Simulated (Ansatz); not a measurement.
One structure, 3 elements: SiO2, SnO2, PbO2

Plane-wave DFT in Ansatz with scalar-relativistic PAW potentials, cutoff 420 eV, Γ-centred meshes chosen by cell and gap, Gaussian smearing with energies taken to zero width. Every cell was relaxed (cell and atoms) in a run of its own, within the symmetry of its start. Functional: LDA.

All members share space group P4_2/mnm and the same sites; only the element on one set of sites changes (Si, Sn, Pb). Members needn't be the stable form of their composition. Energies over the elements, where given, are against the elements' standard states in the same functional (H₂, N₂, O₂ and halogens uncorrected, Hg as a solid). The first member:

Space group P4_2/mnm (No. 136). a = 4.155 Å, b = 4.155 Å, c = 2.662 Å, α = 90.00°, β = 90.00°, γ = 90.00°
```csv
atom,site,symmetry,x,y,z
Si,2a,m.mm,0.5000,0.5000,0.5000
O,4f,m.2m,0.6944,0.6944,0.0000
```

**Question.** How do size, gap and binding change down the group?

**Answer.**
| compound | V (Å³/atom) | a (Å) | c (Å) | gap on mesh (eV) | energy over elements (eV/atom) |
| --- | --- | --- | --- | --- | --- |
| SiO2 | 7.66 | 4.155 | 2.662 | 5.81 | -3.120 |
| SnO2 | 11.86 | 4.722 | 3.190 | 1.16 | -1.981 |
| PbO2 | 13.77 | 4.938 | 3.390 | 0.00 | -1.106 |

Over the series the volume grows at each step down the group; a gap opens only for Si, Sn (gaps under about 0.1 eV aren't resolved; a zero can be real, or an error of the semilocal functional, which closes small gaps); binding against the elements weakens.

Spin-orbit coupling is left out, which matters for the bands of heavy elements. For Tl, Pb and Bi spin-orbit coupling shifts energies too.